**Q.** I have the plane-by-plane shares of the highest filled states of an InSe bilayer, from plane-wave PBE+D3. Which sizes should I keep in my head before reading it row by row?

Calculated values. Ansatz 0.2.0, scalar-relativistic plane-wave PAW DFT with PBE+D3(BJ), for a relaxed InSe bilayer; cutoff 420 eV, 21 × 21 × 1 k mesh, Gaussian smearing 0.05 eV, no spin polarization. Shares cover states from −0.75 to 0 eV, measured from the Fermi level near mid-gap. Planes run from the bottom up, with heights relative to the top Se atom.

| row | plane share | plane formula | plane height (Å) |
| --- | --- | --- | --- |
| 1 | 0.127 | Se | -13.739 |
| 2 | 0.117 | In | -12.454 |
| 3 | 0.110 | In | -9.659 |
| 4 | 0.145 | Se | -8.379 |
| 5 | 0.149 | Se | -5.360 |
| 6 | 0.110 | In | -4.079 |
| 7 | 0.117 | In | -1.285 |
| 8 | 0.126 | Se | 0.000 |

**A.** The plane share is the fraction of the density of the states in the window that falls to one atomic plane, and the plane height is measured from the top Se. With eight planes an even spread gives $1/8$ each, and every row lies within a fifth of that. The real break is about 0.02, on the two Se planes that face the gap between the layers. The numerical scatter is about 0.004, five times smaller, and anything of that size deserves no physical cause.

**Q.** I was looking for a surface state that decays into the slab. Is there one?

**A.** The numbers show none in this window. The outer Se planes, rows 1 and 8, hold 0.127 and 0.126, almost exactly the even share, and the largest shares lie in the middle of the slab. The chemistry explains it. Each In binds three Se and has one In at 2.795 Å as its fourth neighbour, so a layer is a closed Se–In–In–Se sheet. Cutting between sheets breaks no bond and leaves no dangling orbital to bind a state at the surface.

**Q.** How do you know that 0.004 is scatter?

**A.** The bilayer has an inversion centre in the middle of the gap, which maps row 1 on row 8, row 2 on row 7, and so on inward. Three of the four pairs agree within rounding, while rows 4 and 5 give 0.145 and 0.149. The run imposed only half of the symmetry operations of the space group, and the forces on paired planes differ slightly in size, which shows that inversion was left free. It also warned that the highest levels were loosely converged, without saying whether this reaches the filled ones. My guess is a dividing surface slightly off centre, since only these two planes share the central boundary and a shift there moves weight from one to the other. The near equality of the two layer totals is imposed by the same symmetry and tests no mechanism.

**Q.** What smooth pattern do you measure the breaks against?

**A.** Take a uniform density and give each plane the slice of space that reaches halfway to its neighbours. The share of plane $i$ is then $w_i/\sum_j w_j$, where $w_i$ is the width of its slice. The outer planes need a convention for their vacuum side, and I give them half the interlayer gap, as the inner Se have. There is no adjustable constant, so all eight rows, the worked one included, are compared on the same footing.

For row 4 the In plane lies 1.280 Å below and the next Se plane 3.019 Å above. The total width is the thickness of the slab plus two half gaps:

$$w_4=\frac{1.280+3.019}{2}=2.150\ \text{Å},\qquad \sum_j w_j = 13.739+3.019=16.758\ \text{Å},\qquad \frac{2.150}{16.758}=0.128 .$$

The table has 0.145 for this row, higher by 0.017, or about 13 % of the estimate. The outer Se are matched within 0.002, though that agreement leans on my convention for the tail. The estimate fails for the inner Se, which lie above it, and for the In planes, which all lie below it, the inner ones most. The full list of residuals stands in the printed output after this exchange.

**Q.** A uniform density is crude. Why should its misses mean anything?

**A.** Its division between Se and In means little, because a real band has orbital character. What it carries correctly is a symmetry: a free Se–In–In–Se sheet has a mirror plane midway between its two In planes, so its two Se planes hold equal shares, and so do its two In planes. The trustworthy measure of a break is therefore inner minus outer for the same element. For Se this is $+0.0205$, or 16 % of the outer share, and it appears in each layer separately. For In it is $-0.007$, also in each layer. That is a smaller break, but both In pairs agree within rounding, so it is resolved as well.

**Q.** Could relaxation, or the way space is shared out, make the inner Se look heavier?

**A.** The sheets have barely lost their mirror shape: the outer In–Se bond is 2.668 Å and the inner one 2.666 Å. As for the sharing, the rule that divides space between the planes is not given, so its part in the excess can't be ruled out. Picture two sheets whose densities simply add, with a cut in the middle of the gap and the whole vacuum tail counted for the outer Se. The tail that the lower sheet sends past the cut is counted for the upper Se, and by inversion an equal tail comes back. Each inner Se then ends with what an outer Se collects from the vacuum. Under such a rule an excess of 16 % needs a change in the states of the sheets themselves, most simply a mixing of their wave functions. A rule that dropped part of the vacuum tail would by itself make the outer Se look lighter.

**Q.** Which states are mixing? The window is 0.75 eV wide, so I assumed several bands.

**A.** Most of the window is empty. The zero of energy sits near the middle of a gap of 1.005 eV, and the highest filled level is at $-0.505$ eV. Only the top 0.245 eV of the valence band is sampled.

Counting tells more. Each level holds two electrons and the mesh has $21\times 21 = 441$ points, so $0.385488\times 441/2 = 85.0$ points are occupied by the window's states. The run lists 11 symmetry-distinct levels in the window, and the first 11 shells of mesh points around $\Gamma$ contain exactly that many points. Two nested discs with the same number of levels would hold at most 74. The count fits a single band over a disc around $\Gamma$, about a fifth of the zone, although other arrangements of levels could give the same sum.

**Q.** Why should that one band lean toward the inner Se?

**A.** This part is theory; no orbital projection or single-sheet run tests it here. It is standard that the top valence band of InSe near $\Gamma$ is made of Se $p_z$ mixed with In–In bonding orbitals. The $p_z$ lobes of the inner Se point into the gap and couple to those of the other sheet with a hopping energy of size $t$. At $\Gamma$ inversion sorts the bilayer states into even and odd combinations of the two sheets, and I expect the points close by to behave much the same. In each set the problem is that of one sheet whose inner Se $p_z$ level is shifted, by $+t$ for the antibonding combination across the gap and by $-t$ for the bonding one.

Let $v$ be the top valence state of a sheet, with energy $E_v$ and weight $c_v^2$ on the inner Se $p_z$. The shift $+t$ raises it by $t\,c_v^2$, so the antibonding combination becomes the highest valence band of the bilayer. It also mixes in the other states $n$ of the sheet, and first-order perturbation theory gives the change of weight on the inner Se:

$$\delta(c_v^2) = 2\,t\,c_v^2\sum_{n\neq v}\frac{c_n^2}{E_v-E_n}.$$

States below $v$ give positive terms and empty states above give negative ones. The familiar two-level case is the positive one: raise the level of one atom, and the upper state gathers on that atom. A state $n$ with the same mirror symmetry as $v$ changes both Se planes of the sheet alike, so only states of the opposite symmetry make the inner Se differ from the outer. If this picture holds, the table's excess means that among these the deeper valence states of Se $p_z$ character outweigh the conduction states. For the bonding partner $t$ changes sign, and that band should lean away from the inner Se by a similar amount.

**Q.** So the break depends on where the window ends?

**A.** By this argument, yes, and that is why the counting matters. A window that holds only the upper band sees the full lean, while one deep enough to hold both partners over the same $k$ points should see the two leans cancel to first order. Pulling the sheets apart lowers $t$ roughly exponentially and should return the Se planes to equality, as in a single sheet. The shares must add to one, so the gain of the inner Se is paid by other planes. In this picture it is mainly the outer Se of the same sheet that pays: to first order, a state of opposite mirror symmetry takes from one Se plane what it gives to the other. The two In planes of a sheet shift against each other in the same way, and in the table the inner one is the lower. An outer Se share close to $1/8$ is no objection, since a single sheet need not spread this band evenly over Se and In.

**Q.** What does this mean for a p-type InSe channel?

**A.** These are the states that holes enter when a gate pulls the Fermi level down to the valence band. The two outer Se planes, which touch the dielectric or a contact, carry 0.253 together, and the four inner planes carry 0.514. A hole is thus spread through both sheets and has no special weight at the surface. If the coupling argument holds, whatever alters the interlayer spacing, such as an intercalated residue or vertical stress, acts on the planes where the band top has its largest share. Thermal holes fill only the top few hundredths of an eV, and a gate field removes the inversion symmetry, so the shares are only a first guide to a gated channel.

**Q.** How far does the level of theory limit the 16 %?

**A.** The sign stands well above the scatter, while the size is less secure. The coupling $t$ depends on the spacing of 3.019 Å between the inner Se planes, which the dispersion correction largely sets, and on thin density, where the run warned of a rough exchange-correlation potential. Spin–orbit coupling is left out, and it mixes in-plane Se $p$ character into the band top, which would change the $p_z$ weight. PBE also underestimates gaps, and with the zero at mid-gap this window would be empty for a gap above 1.5 eV. For comparison with tunnelling spectra, measure the window from the valence band edge.

Output of the analysis:

```
rounding: 0.0005 per share, 0.001 per difference; sum of shares 1.001
estimate: uniform density, cuts midway, outer tail = half gap = 1.509 A
row  el  share  minus 1/8  slice(A)  estimate  share-estimate
1   Se  0.127  +0.002     2.152     0.128     -0.001
2   In  0.117  -0.008     2.040     0.122     -0.005
3   In  0.110  -0.015     2.038     0.122     -0.012
4   Se  0.145  +0.020     2.150     0.128     +0.017
5   Se  0.149  +0.024     2.150     0.128     +0.021
6   In  0.110  -0.015     2.038     0.122     -0.012
7   In  0.117  -0.008     2.039     0.122     -0.005
8   Se  0.126  +0.001     2.152     0.128     -0.002
largest misses of the estimate, rows: 5 4 3 6
outer Se rows 1/8: mean 0.1265, upper-lower -0.001, mean-estimate -0.0019
outer In rows 2/7: mean 0.1170, upper-lower +0.000, mean-estimate -0.0047
inner In rows 3/6: mean 0.1100, upper-lower +0.000, mean-estimate -0.0116
inner Se rows 4/5: mean 0.1470, upper-lower +0.004, mean-estimate +0.0187
largest pair split 0.004 (2.7 % of the pair mean)
inner-outer Se +0.0205 (+16 %), 5.1 x largest split
  lower layer +0.018, upper layer +0.023
inner-outer In -0.0070 (-6 %), 1.75 x largest split
inner four planes 0.514, outer four 0.487; outer Se together 0.253
all Se 0.547, all In 0.454; layers 0.499 and 0.502
inner Se excess over outer Se: 0.0079 states per cell per plane
plane spacings (A): 1.285 2.795 1.280 3.019 1.281 2.794 1.285
In-Se bond outer 2.668 A, inner 2.666 A, difference 0.002 A
In-In 2.795 and 2.794 A; Se-Se across the gap 3.819 A
gap 1.005 eV; valence band inside the window 0.245 eV; empty if gap > 1.50 eV
window: 85.00 of 441 k points (2 electrons each), 19.3 % of one band
points in the first 1..11 shells round Gamma: 1 7 13 19 31 37 43 55 61 73 85
two nested discs with 11 levels hold at most 74 points
disc radius 0.391 1/A = 44 % of Gamma-M (0.896 1/A)
empty window 0 to 0.75 eV: 7.00 points; first 2 shells hold 7
```
